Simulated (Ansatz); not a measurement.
**TaN in Ansatz: the effect of functional**

Crystal: TaN.

```xyz
2
Lattice="0.0000 2.1965 2.1965 2.1965 0.0000 2.1965 2.1965 2.1965 0.0000" Properties=species:S:1:pos:R:3 pbc="T T T"
Ta    2.1965    2.1965    2.1965
N     0.0000    0.0000    0.0000
```

The cell comes from a database or a generator and needn't be the stable form of this composition.

The cell isn't the ideal one: volume scaled by 0.98.

Alike in all runs:

* Program: Ansatz 0.2.0
* Task: single point
* Potentials or basis: Ansatz PAW
* k mesh: 10 × 10 × 10
* Occupations: fermi-dirac, width 0.05 eV
* Spin: no spin polarisation

Task: One run gave: pressure 5.5 GPa. Which functional did it use?
A. LDA
B. r2SCAN
C. PBE

Result: C.

```csv
functional,cutoff,pressure (GPa)
LDA,420 eV (not typed: the program's choice for these potentials),-10.9
r2SCAN,500 eV (not typed: the program's choice for these potentials),0.7
PBE,420 eV (not typed: the program's choice for these potentials),5.5
```

Caveats: the PAW data sets come from PBE, with cores solved anew for the run's functional, which leaves a small shift of forces and pressure (some runs).
